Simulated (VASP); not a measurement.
# Ca (P6_3/mmc) in VASP: notebook

The runs below take Ca through single point, with PBE.

All numbers are computed with VASP 6.6.1; they aren't measurements. Logs are shortened: lines on timing, memory, paths and dates and some standing lists are left out, and cuts for length are marked.

### Step 1. The structure

The structure is hexagonal, space group P6_3/mmc (No. 194). The conventional cell has a = 3.980 Å, b = 3.980 Å, c = 6.520 Å, α = 90.00°, β = 90.00°, γ = 120.00°. Around Ca (site symmetry -6m2) lie 12 Ca at 3.98 to 3.99 Å.

This isn't the form of Ca at room conditions, which is fcc.

### Step 2. Single point, PBE

INCAR

```
  PREC = Accurate
  ENCUT = 220
  EDIFF = 1E-6
  ISMEAR = 1
  SIGMA = 0.1
  LREAL = F
  LASPH = T
  NELM = 100
  ALGO = Normal
  ISIF = 2
  LWAVE = F
  LCHARG = F
  GGA = PE
  NBANDS = 17
  ADDGRID = F
```

KPOINTS

```
regular mesh
0
Gamma
  8 8 5
```

POSCAR

```
Ca
1.0
    3.9800000000      0.0000000000      0.0000000000
   -1.9900000000      3.4467811071      0.0000000000
    0.0000000000      0.0000000000      6.5200000000
Ca
2
Direct
    0.6666666667      0.3333333333      0.7500000000
    0.3333333333      0.6666666667      0.2500000000
```

Potentials or basis: VASP PAW PBE potentials, release 64 (Ca_sv).

Started as:

```bash
$ cat potpaw_PBE.64/Ca_sv/POTCAR > POTCAR
$ mpirun -np 1 vasp_std > vasp.out
```

OUTCAR:

```text
PREC = Accurate
   ENCUT = 220
   EDIFF = 1E-6
   ISMEAR = 1
   LREAL = F
   LASPH = T
   NELM = 100
   ISIF = 2
   GGA = PE

 Found     30 irreducible k-points:

 Following reciprocal coordinates:
            Coordinates               Weight
  0.000000  0.000000  0.000000      1.000000
  0.125000  0.000000  0.000000      6.000000
  0.250000  0.000000  0.000000      6.000000
  0.375000  0.000000  0.000000      6.000000
  0.500000  0.000000  0.000000      3.000000
  0.125000  0.125000  0.000000      6.000000
   k-points           NKPTS =     30   k-points in BZ     NKDIM =     30   number of bands    NBANDS=     17
   number of dos      NEDOS =    301   number of ions     NIONS =      2
   total plane-waves  NPLWV =  12800
   dimension x,y,z NGX =    20 NGY =   20 NGZ =   32
   dimension x,y,z NGXF=    40 NGYF=   40 NGZF=   64
   ions per type =               2
   NGX,Y,Z   is equivalent  to a cutoff of   8.35,  8.35,  8.16 a.u.
   NGXF,Y,Z  is equivalent  to a cutoff of  16.71, 16.71, 16.32 a.u.
 SYSTEM =  unknown system
   PREC   = accura    normal or accurate (medium, high low for compatibility)
   ISTART =      0    job   : 0-new  1-cont  2-samecut
   ICHARG =      2    charge: 1-file 2-atom 10-const
   ISPIN  =      1    spin polarized calculation?
   LNONCOLLINEAR =      F non collinear calculations
   LSORBIT =      F    spin-orbit coupling
   LASPH  =      T    aspherical Exc in radial PAW
   ENCUT  =  220.0 eV  16.17 Ry    4.02 a.u.   4.81  4.81  7.89*2*pi/ulx,y,z
   NELM   =    100;   NELMIN=  2; NELMDL= -5     # of ELM steps
   EDIFF  = 0.1E-05   stopping-criterion for ELM
   LREAL  =      F    real-space projection
   EDIFFG = 0.1E-04   stopping-criterion for IOM
   NSW    =      0    number of steps for IOM
   IBRION =     -1    ionic relax: 0-MD 1-quasi-New 2-CG
   NFREE  =      0    steps in history (QN), initial steepest desc. (CG)
   ISIF   =      2    stress and relaxation
   ISYM   =      2    0-nonsym 1-usesym 2-fastsym
   POTIM  = 0.5000    time-step for ionic-motion
   TEBEG  =    0.0;   TEEND  =   0.0 temperature during run
   PSTRESS=    0.0 pullay stress
   NELECT =      20.0000    total number of electrons
   NUPDOWN=      -1.0000    fix difference up-down
   EMIN   =  10.00;   EMAX   =-10.00  energy-range for DOS
   EFERMI =   0.00;   METHOD = LEGACY
   ISMEAR =     1;   SIGMA  =   0.10  broadening in eV -4-tet -1-fermi 0-gaus
   EFERMI_NEDOS =   21; number of points for ismear=-14 and -15
   IALGO  =     38    algorithm
   IMIX   =      4    mixing-type and parameters
     AMIX     =   0.40;   BMIX     =  1.00
     AMIX_MAG =   1.60;   BMIX_MAG =  1.00
  volume/ion in A,a.u.               =      44.72       301.79
  Fermi-wavevector in a.u.,A,eV,Ry     =   0.993657  1.877740 13.433783  0.987355
  Thomas-Fermi vector in A             =   2.125555
   LORBIT       =      0    0 simple, 1 ext, 2 COOP (PROOUT), +10 PAW based schemes
   GGA     = PE    functional components
   LHFCALC =     F    Hartree Fock is set to
   AEXX    =    0.0000 exact exchange contribution
   IVDW    =     0    specifies the selected vdW correction
   LEPSILON=     F    determine dielectric tensor
   LRPA    =     F    only Hartree local field effects (RPA)
 non-spin polarized calculation
 Methfessel and Paxton  Order N= 1 SIGMA  =   0.10
  energy-cutoff  :      220.00
  volume of cell :       89.44
 maximum number of plane-waves:       675
 NGX is ok and might be reduce to    20

 number of electron      20.0000001 magnetization

 Free energy of the ion-electron system (eV)
  ---------------------------------------------------
  ext. energy  EPLUGINS =         0.00000000
  ---------------------------------------------------
  free energy    TOTEN  =        -3.92762106 eV

  energy without entropy =       -3.92899940  energy(sigma->0) =       -3.92808050

 E-fermi :   1.8200     XC(G=0):  -7.5604

 val. band max:        1.7796726257   @ k =   0.2500   0.2500   0.2000
 cond. band min:       1.8236267291   @ k =   0.2500   0.1250   0.0000
 fundamental gap:      0.0439541034
 Fermi energy:         1.8200192592

 k-point     1 :       0.0000    0.0000    0.0000
  band No.  band energies     occupation
      1     -40.4347      2.00000
      2     -40.4247      2.00000
      3     -21.4574      2.00000
      4     -21.3731      2.00000
      5     -21.3731      2.00000
      6     -21.3581      2.00000
[... 9 lines left out ...]
     16       4.2806      0.00000
     17       4.6616      0.00000

 k-point     2 :       0.1250    0.0000    0.0000
  band No.  band energies     occupation
      1     -40.4333      2.00000
      2     -40.4240      2.00000
      3     -21.4521      2.00000
      4     -21.3857      2.00000
      5     -21.3773      2.00000
      6     -21.3708      2.00000
[... 9 lines left out ...]
     16       4.4171      0.00000
     17       4.4770      0.00000

 k-point     3 :       0.2500    0.0000    0.0000
  band No.  band energies     occupation
      1     -40.4300      2.00000
      2     -40.4225      2.00000
      3     -21.4376      2.00000
      4     -21.4156      2.00000
      5     -21.4011      2.00000
      6     -21.3866      2.00000
[... 9 lines left out ...]
     16       4.5908      0.00000
     17       4.6235      0.00000

 k-point     4 :       0.3750    0.0000    0.0000
  band No.  band energies     occupation
      1     -40.4262      2.00000
      2     -40.4214      2.00000
      3     -21.4460      2.00000
      4     -21.4304      2.00000
      5     -21.4198      2.00000
      6     -21.3953      2.00000
[... 9 lines left out ...]
     16       5.0965      0.00000
     17       5.3212      0.00000

 k-point     5 :       0.5000    0.0000    0.0000
  band No.  band energies     occupation
      1     -40.4245      2.00000
      2     -40.4211      2.00000
      3     -21.4589      2.00000
      4     -21.4424      2.00000
      5     -21.4094      2.00000
      6     -21.3990      2.00000
[... 9 lines left out ...]
     16       5.6559      0.00000
     17       5.7135      0.00000

 k-point     6 :       0.1250    0.1250    0.0000
  band No.  band energies     occupation
      1     -40.4309      2.00000
      2     -40.4229      2.00000
      3     -21.4421      2.00000
      4     -21.4034      2.00000
      5     -21.3966      2.00000
      6     -21.3802      2.00000
[... 9 lines left out ...]
     16       4.4081      0.00000
     17       4.4987      0.00000

 [... further k-points ...]

------------------------ aborting loop because EDIFF is reached ----------------------------------------

  FORCE on cell =-STRESS in cart. coord.  units (eV):
  Direction    XX          YY          ZZ          XY          YZ          ZX
  --------------------------------------------------------------------------------------
  -------------------------------------------------------------------------------------
  Total       -1.2283784     -1.2283784     -1.1232580      0.0000000     -0.0000000     -0.0000000
  in kB      -22.0038356    -22.0038356    -20.1208220      0.0000000     -0.0000000     -0.0000000
  external PRESSURE =     -21.3761644 kB  Pullay stress =       0.0000000 kB

 VOLUME and BASIS-vectors are now :
 -----------------------------------------------------------------------------
  energy-cutoff  :      220.00
  volume of cell :       89.44
      direct lattice vectors                 reciprocal lattice vectors
     3.980000000  0.000000000  0.000000000     0.251256281  0.145062882  0.000000000
    -1.990000000  3.446781107  0.000000000     0.000000000  0.290125763  0.000000000
     0.000000000  0.000000000  6.520000000     0.000000000  0.000000000  0.153374233

 POSITION                                       TOTAL-FORCE (eV/Angst)
 -----------------------------------------------------------------------------------
      1.99000      1.14893      4.89000         0.000000      0.000000      0.000000
     -0.00000      2.29785      1.63000        -0.000000     -0.000000      0.000000
 -----------------------------------------------------------------------------------
    total drift:                                0.000000     -0.000000      0.000000

  FREE ENERGIE OF THE ION-ELECTRON SYSTEM (eV)
  ---------------------------------------------------
  free  energy   TOTEN  =        -3.9276210562 eV

  energy  without entropy=       -3.9289993990  energy(sigma->0) =       -3.92808050
```

It took 6.1 s on 1 thread of Intel Xeon 6975P-C (Granite Rapids), shared host; peak memory 0.13 GiB.

The run converged, but a check on its numbers failed (symmetry, net force, bounds or a known fault of this set-up), so they aren't taken as properties of the crystal.

Caveat: the cutoff lies under the usual one of these potentials, so the numbers hold a large basis-set error.

### Step 3. Single point, PBE

Edit INCAR of step 2 so:

```diff
@@ -1,3 +1,3 @@
   PREC = Accurate
-  ENCUT = 220
+  ENCUT = 340
   EDIFF = 1E-6
```

KPOINTS is that of step 2.

POSCAR is that of step 2.

Potentials or basis: VASP PAW PBE potentials, release 64 (Ca_sv).

Started as:

```bash
$ cat potpaw_PBE.64/Ca_sv/POTCAR > POTCAR
$ mpirun -np 1 vasp_std > vasp.out
```

OUTCAR:

```text
PREC = Accurate
   ENCUT = 340
   EDIFF = 1E-6
   ISMEAR = 1
   LREAL = F
   LASPH = T
   NELM = 100
   ISIF = 2
   GGA = PE

 Found     30 irreducible k-points:

 Following reciprocal coordinates:
            Coordinates               Weight
  0.000000  0.000000  0.000000      1.000000
  0.125000  0.000000  0.000000      6.000000
  0.250000  0.000000  0.000000      6.000000
  0.375000  0.000000  0.000000      6.000000
  0.500000  0.000000  0.000000      3.000000
[... 196 lines left out ...]
 [... further k-points ...]

------------------------ aborting loop because EDIFF is reached ----------------------------------------

  FORCE on cell =-STRESS in cart. coord.  units (eV):
  Direction    XX          YY          ZZ          XY          YZ          ZX
  --------------------------------------------------------------------------------------
  -------------------------------------------------------------------------------------
  Total       -0.5573637     -0.5573637     -0.4297048     -0.0000000      0.0000000      0.0000000
  in kB       -9.9840070     -9.9840070     -7.6972647     -0.0000000      0.0000000      0.0000000
  external PRESSURE =      -9.2217596 kB  Pullay stress =       0.0000000 kB

 VOLUME and BASIS-vectors are now :
 -----------------------------------------------------------------------------
  energy-cutoff  :      340.00
  volume of cell :       89.44
      direct lattice vectors                 reciprocal lattice vectors
     3.980000000  0.000000000  0.000000000     0.251256281  0.145062882  0.000000000
    -1.990000000  3.446781107  0.000000000     0.000000000  0.290125763  0.000000000
     0.000000000  0.000000000  6.520000000     0.000000000  0.000000000  0.153374233

 POSITION                                       TOTAL-FORCE (eV/Angst)
 -----------------------------------------------------------------------------------
      1.99000      1.14893      4.89000        -0.000000      0.000000      0.000000
     -0.00000      2.29785      1.63000         0.000000      0.000000      0.000000
 -----------------------------------------------------------------------------------
    total drift:                                0.000000     -0.000000      0.000000

  FREE ENERGIE OF THE ION-ELECTRON SYSTEM (eV)
  ---------------------------------------------------
  free  energy   TOTEN  =        -3.8557112450 eV

  energy  without entropy=       -3.8571213751  energy(sigma->0) =       -3.85618129
```

OSZICAR:

```text
N       E                     dE             d eps       ncg     rms          rms(c)
DAV:   1     0.127943063246E+03    0.12794E+03   -0.85411E+03  1100   0.781E+02
DAV:   2     0.438124816402E+01   -0.12356E+03   -0.12182E+03  1210   0.259E+02
DAV:   3    -0.365712485567E+01   -0.80384E+01   -0.79985E+01  1977   0.433E+01
DAV:   4    -0.385739651941E+01   -0.20027E+00   -0.20004E+00  1302   0.800E+00
DAV:   5    -0.386549533900E+01   -0.80988E-02   -0.80991E-02  1736   0.108E+00    0.310E+00
DAV:   6    -0.385501802994E+01    0.10477E-01   -0.23915E-02  1328   0.141E+00    0.189E+00
DAV:   7    -0.385644736953E+01   -0.14293E-02   -0.30444E-02  1307   0.169E+00    0.124E-01
DAV:   8    -0.385566493802E+01    0.78243E-03   -0.35457E-03  1293   0.499E-01    0.226E-02
DAV:   9    -0.385570345096E+01   -0.38513E-04   -0.34105E-04  1919   0.718E-02    0.229E-02
DAV:  10    -0.385571152228E+01   -0.80713E-05   -0.54576E-05  1310   0.703E-02    0.200E-02
DAV:  11    -0.385571124501E+01    0.27727E-06   -0.98402E-06  1375   0.307E-02
   1 F= -.38557112E+01 E0= -.38561813E+01  d E =0.141013E-02
```

stdout:

```text
POSCAR found type information on POSCAR Ca
 POSCAR found :  1 types and       2 ions
 scaLAPACK will be used
 LDA part: xc-table for (Slater+PW92), standard interpolation
 POSCAR, INCAR and KPOINTS ok, starting setup
 FFT: planning ... GRIDC
 FFT: planning ... GRID_SOFT
 FFT: planning ... GRID
 WAVECAR not read
 entering main loop
```

Run time: 7.5 s. Hardware: 1 thread of Intel Xeon 6975P-C (Granite Rapids), shared host; peak memory 0.16 GiB.

The run converged, but some of its settings lie outside the range that counts as converged, so its numbers aren't taken as properties of the crystal.

What came out:

| Item | Value |
| --- | --- |
| Free energy | -3.8557 eV |
| Pressure | -0.9 GPa |
| Band gap on the k mesh | none (metal or under the smearing width) |

### Step 4. Single point, PBE

Edit INCAR of step 3 so:

```diff
@@ -1,3 +1,3 @@
   PREC = Accurate
-  ENCUT = 340
+  ENCUT = 400
   EDIFF = 1E-6
```

KPOINTS is that of step 3.

POSCAR is that of step 3.

Started as:

```bash
$ cat potpaw_PBE.64/Ca_sv/POTCAR > POTCAR
$ mpirun -np 1 vasp_std > vasp.out
```

Run time: 15 s. Hardware: 1 thread of Intel Xeon 6975P-C (Granite Rapids), shared host; peak memory 0.18 GiB.

These settings aren't checked as converged: the numbers below hold their error.

What came out:

```yaml
Free_energy: -3.8501 eV
Pressure: -0.8 GPa
Band_gap_on_the_k_mesh: none (metal or under the smearing width)
```

### Step 5. For comparison

An earlier run on the cell as given: functional PBE; potentials or basis VASP PAW PBE potentials, release 64 (Ca_sv); cutoff 520 eV; k mesh 8 × 8 × 4; occupations fermi-dirac, width 0.05 eV; no spin polarisation.

* Pressure: -0.8 GPa
* Band gap on the k mesh: none (metal or under the smearing width)
